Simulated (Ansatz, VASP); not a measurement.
## One calculation of BN, two programs

```
B N
1.0
     2.50399    0.00000    0.00000
    -1.25200    2.16852    0.00000
     0.00000    0.00000    6.66120
B N
2 2
Cartesian
  -0.0875 1.2941 1.6653
  1.1645 0.5713 4.9959
  0.0000 1.4457 4.9959
  1.2520 0.7228 1.6653
```

Change from the starting cell: all B atoms moved +0.175 Å, as atom 1 towards its neighbour atom 1 (B) at 2.504 Å.

Alike in both runs: task single point; functional PBE; dispersion D3(BJ); k mesh 12 × 12 × 4; occupations gaussian, width 0.05 eV; no spin polarisation.

|  | VASP | Ansatz |
| --- | --- | --- |
| version | VASP 6.6.1 | Ansatz 0.2.0 |
| potentials or method | VASP PAW PBE potentials, release 64 (B, N) | scalar-relativistic, plane waves, PAW |
| plane-wave cutoff (eV) | 520 | 420 |
| valence electrons in the cell | 16 | 16 |

Ansatz gave:

| Quantity | Value |
| --- | --- |
| gap on the k mesh at the Fermi level (eV) | 3.21 |
| least direct gap on the mesh (eV) | 4.27 |
| pressure (GPa) | 12.5 |
| largest component of the traceless stress (GPa) | 12.75 |
| rms of the force components (eV/Å) | 4.460 |

Task: Which values does VASP return?

Result: gap on the k mesh at the Fermi level (eV): 3.21; least direct gap on the mesh (eV): 4.27; pressure (GPa): 12.4; largest component of the traceless stress (GPa): 12.82; rms of the force components (eV/Å): 4.451.

Atom by atom the forces differ by 0.008 eV/Å (rms over components).

Caveats: forces of over 1 eV/Å show positions far from the minimum, so gaps and moduli don't describe the material at rest. A k mesh can miss the band edges.
